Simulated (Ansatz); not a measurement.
TaS2:

```
Ta S
1.0
     3.35000    0.00000    0.00000
    -1.67500    2.90119    0.00000
     0.00000    0.00000    5.86000
Ta S
1 2
Direct
  0.00000 0.00000 0.00000
  0.66667 0.33333 0.75000
  0.33333 0.66667 0.25000
```

| Property | Result |
| --- | --- |
| Program | Ansatz 0.2.0 |
| Task | relaxation of cell and atoms |
| Functional | PBE |
| Dispersion | D4 |
| Potentials or basis | Ansatz PAW |
| Cutoff | 420 eV |
| Density cutoff | 1680 eV |
| k mesh | 8 × 8 × 4 |
| Occupations | fermi-dirac, width 0.025 eV |
| Spin | no spin polarisation |
| Hubbard terms | Ta d U = 6 eV |

At the start: pressure 6.6 GPa; volume 18.98 Å³/atom.

How do energy, volume and symmetry change on relaxing?

Over 10 steps the energy falls by 25.1 meV/atom and the volume is 19.13 Å³/atom (+0.8 %); space group P-3m1 (No. 164, to 0.05 Å).

Step by step:
| step | energy change (eV) | largest force (eV/Å) | pressure (GPa) | volume (Å³) |
| --- | --- | --- | --- | --- |
| 1 | 0.0000 | 1.0885 | 6.56 | 56.95 |
| 2 | -0.0471 | 0.6317 | 3.44 | 57.59 |
| 3 | -0.0702 | 0.0899 | -0.22 | 58.36 |
| 4 | -0.0706 | 0.0609 | -0.46 | 58.38 |
| 5 | -0.0721 | 0.0216 | -1.01 | 58.30 |
| 6 | -0.0729 | 0.0969 | -1.20 | 58.09 |
| 7 | -0.0742 | 0.0628 | -0.78 | 57.84 |
| 8 | -0.0751 | 0.0085 | -0.03 | 57.44 |
| 9 | -0.0751 | 0.0093 | -0.03 | 57.44 |
| 10 | -0.0752 | 0.0133 | -0.06 | 57.39 |

Final structure:
```cif
data_structure
_symmetry_space_group_name_H-M 'P 1'
_symmetry_Int_Tables_number 1
_cell_length_a 3.3477
_cell_length_b 3.3477
_cell_length_c 5.9133
_cell_angle_alpha 90.000
_cell_angle_beta 90.000
_cell_angle_gamma 120.000
_cell_volume 57.39
loop_
_atom_site_label
_atom_site_type_symbol
_atom_site_fract_x
_atom_site_fract_y
_atom_site_fract_z
_atom_site_occupancy
Ta1 Ta 0.00000 0.00000 0.00000 1
S1 S 0.66667 0.33333 0.73982 1
S2 S 0.33333 0.66667 0.26018 1
```
